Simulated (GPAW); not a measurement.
Runs of GPAW 26.7.0 on SiC. It takes space group P6_3mc (No. 186, hexagonal). The conventional cell has a = 3.076 Å, b = 3.076 Å, c = 10.071 Å, α = 90.00°, β = 90.00°, γ = 120.00°. Around Si (site symmetry 3m) lie 4 C at 1.88 to 1.89 Å. Si (site symmetry 3m) is surrounded by 4 C at 1.88 to 1.89 Å. Around C (site symmetry 3m) lie 4 Si at 1.88 to 1.89 Å. C (site symmetry 3m) is surrounded by 4 Si at 1.88 to 1.89 Å. The cell is a database's computed one.

```tsv
task	level	potentials or basis	cell	k mesh	cutoff (eV)	smearing	maxiter	eigensolver	k mesh for the Wannier functions	wannier start	wannier functional	mesh quality	gap on the mesh (eV)	pressure (GPa)	relaxed volume (Å³/atom)	largest force (eV/Å)
single point	LDA	the program's PAW data sets (release 1.2.1) made for this functional, pw	as given	8 × 8 × 2	650	fermi-dirac 0.05 eV	80	-	-	-	-	not flagged	2.17	-2.5	-	0.01
Wannier functions	TPSS	GPAW PAW data sets (gpaw-data 1.2.1), pw	as given	7 × 7 × 2	800	fermi-dirac 0.05 eV	150	davidson	4 × 4 × 2	scdm	std	not flagged	2.40	3.4	-	0.01
relaxation of cell and atoms	BLYP+D4	PAW data sets generated in the run's folder for this functional, pw	relaxed	6 × 6 × 2	800	fermi-dirac 0.05 eV	150	davidson	-	-	-	coarse	(c)	0.0	10.35	-
electron localisation function	TPSS	GPAW PAW data sets (gpaw-data 1.2.1), pw	as given	7 × 7 × 2	800	fermi-dirac 0.05 eV	150	davidson	-	-	-	not flagged	2.40	3.4	-	0.01
phonons	vdW-DF	GPAW PAW data sets (gpaw-data 1.2.1), pw	atoms relaxed	6 × 6 × 2	680	fermi-dirac 0.05 eV	150	-	-	-	-	coarse	2.48	-	-	-
relaxation of cell and atoms	revPBE+D4	the program's PAW data sets (release 1.2.1) made for this functional, pw	relaxed	6 × 6 × 2	800	fermi-dirac 0.05 eV	150	-	-	-	-	coarse	2.22	0.0	10.25	0.02
energy-loss spectrum	BLYP	PAW data sets generated in the run's folder for this functional, pw	as given	8 × 8 × 2	550	fermi-dirac 0.001 eV	150	-	-	-	-	coarse	2.53	-	-	-
dielectric tensor	BLYP	PAW data sets generated in the run's folder for this functional, pw	as given	8 × 8 × 2	550	fermi-dirac 0.001 eV	150	-	-	-	-	not flagged	2.53	-	-	-
band structure	BP86	PAW data sets generated in the run's folder for this functional, pw	as given	6 × 6 × 2	800	fermi-dirac 0.05 eV	150	-	-	-	-	coarse	(b)	(a)	-	-
eps q	LDA	the program's PAW data sets (release 1.2.1) made for this functional, pw	as given	8 × 8 × 2	650	fermi-dirac 0.001 eV	150	-	-	-	-	not flagged	2.17	-	-	-
optical spectrum	BLYP	PAW data sets generated in the run's folder for this functional, pw	as given	8 × 8 × 2	550	fermi-dirac 0.001 eV	150	-	-	-	-	not flagged	2.53	-	-	-
```

Alike in all rows: no spin polarisation.

Question: Fill in the values left out.

Answer: (a) 6.3; (b) 2.29; (c) 2.52.

Caveats: some runs use coarse meshes; an odd mesh through Γ misses points on the zone boundary, where band edges often lie (some runs); the PAW data sets were made with another functional, which shifts forces and pressure a little (some runs); the cutoff is short for stress and forces, so pressures can be off by a GPa or more (some runs); later steps reuse the first step's grids (some runs); the long-wavelength limit can be off by a per cent or two (some runs); the LO-TO splitting is left out (some runs); the highest transitions drop out of the frequency grid (some runs).

Runs at the PBE level aren't shown here.
